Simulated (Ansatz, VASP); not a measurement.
Al2H5 in VASP and in Ansatz

```
CELL_PARAMETERS angstrom
3.70716 0.00000 0.00000
-1.85358 3.21050 0.00000
0.00000 0.00000 6.05726
ATOMIC_POSITIONS crystal
Al 0.00000 0.00000 0.00000
Al 0.33333 0.66667 0.00000
H 0.83270 0.16730 0.50000
H 0.83270 0.66540 0.50000
H 0.33460 0.16730 0.50000
H 0.00000 0.00000 0.63465
H 0.00000 0.00000 0.36535
```

Alike in both runs: task relaxation of cell and atoms; functional PBE; k mesh 6 × 6 × 4; occupations gaussian, width 0.1 eV; no spin polarisation.

|  | VASP | Ansatz |
| --- | --- | --- |
| version | VASP 6.6.1 | Ansatz 0.2.0 |
| potentials or method | VASP PAW PBE potentials, release 64 (Al, H) | scalar-relativistic, plane waves, PAW |
| plane-wave cutoff (eV) | 600 | 420 |
| valence electrons in the cell | 11 | 11 |

Ansatz gave:

- gap on the k mesh at the Fermi level, each at its own relaxed structure (eV): none
- relaxed volume (Å³/atom): 11.47
- relaxed cell length with the largest relative difference (Å): 4.485
- energy change over the relaxation (meV/atom): -710

Question: Estimate VASP's values.

Answer: gap on the k mesh at the Fermi level, each at its own relaxed structure (eV): none; relaxed volume (Å³/atom): 11.40; relaxed cell length with the largest relative difference (Å): 4.472; energy change over the relaxation (meV/atom): -709.

A gap of «none» marks a metal or a gap that the smearing closes.
